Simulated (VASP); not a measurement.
A run of VASP 6.6.1 is set up as follows.

File INCAR:

```
SYSTEM = H
PREC = Accurate
ENCUT = 900
EDIFF = 1E-8
ISMEAR = 1
SIGMA = 0.1
LREAL = .False.
LASPH = .True.
NELM = 100
ALGO = Normal
ISIF = 2
LWAVE = .False.
LCHARG = .False.
GGA = PE
NBANDS = 8
ADDGRID = .False.
```

Contents of KPOINTS:

```
regular mesh
0
Gamma
  17 17 17
  0 0 0
```

POSCAR

```
H
1.0
   -1.6915344700      1.6915344700      2.0584739900
    1.6915344700     -1.6915344700      2.0584739900
    1.6915344700      1.6915344700     -2.0584739900
H
2
Direct
    0.0901377100      0.0901377100      0.0000000000
    0.9098622900      0.9098622900      0.0000000000
```

Potentials or basis: VASP PAW PBE potentials, release 64 (H).

Run with:

```sh
$ cat potpaw_PBE.64/H/POTCAR > POTCAR
$ mpirun -np 1 vasp_std > vasp.out
```

Q: What does it give for the largest force?

A: 0.254 eV/Å.

Q: Estimate the pressure.

A: 0.8 GPa.

Forces on the atoms (eV/Å):
```
H    0.000  0.000  0.254
H    0.000  0.000 -0.254
```
